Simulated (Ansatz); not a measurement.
A run of Ansatz 0.2.0 is set up as follows.

File input.yaml:

```yaml
crystal:
  lattice:
    - [2.1542, 1.2437279499, 3.758]
    - [-2.1542, 1.2437279499, 3.758]
    - [0.0, -2.4874558998, 3.758]
  atoms:
    - { symbol: Sb, position: [0.76651, 0.76651, 0.76651] }
    - { symbol: Sb, position: [0.23349, 0.23349, 0.23349] }
hamiltonian:
  xc: pbesol
  pseudopotentials: { kind: paw_fr }
magnetization:
  noncollinear: true
  spin_orbit: true
kpoints:
  mp_grid: { grid: [8, 8, 8] }
  band_path:
    path:
      - [[0.0, 0.0, 0.0], [0.5, 0.0, 0.0], [0.5, 0.2396873643, -0.2396873643]]
      - [[0.7603126357, 0.5, 0.2396873643], [0.5, 0.5, 0.5], [0.0, 0.0, 0.0], [0.3698436821, 0.0, -0.3698436821]]
      - [[0.6301563179, 0.3698436821, 0.0], [0.5, 0.5, 0.0], [0.6301563179, 0.6301563179, 0.2396873643], [0.5, 0.5, 0.5]]
      - [[0.5, 0.0, 0.0], [0.7603126357, 0.3698436821, 0.3698436821]]
    npoints: 14
scf:
  occupations: { method: fermi_dirac, width: 0.05 }
  n_extra_bands: 6
output:
  forces: true
  stress: true
  eigenvalues: true
  fatbands: false
```

Potentials or basis: Ansatz PAW.

Run with:

```console
$ ansatz run input.yaml --threads 2 --pin off --max-ram 5632MiB --backend cpu --events-out ev --progress --plain --runs-dir out
```

(1) Predict the largest force.

(2) Predict the band gap on the k mesh.

## Answers

(1) 0.101 eV/Å.

(2) none (metal or under the smearing width).

Caveat: the PAW data sets come from PBE, with cores solved anew for the run's functional, which leaves a small shift of forces and pressure.
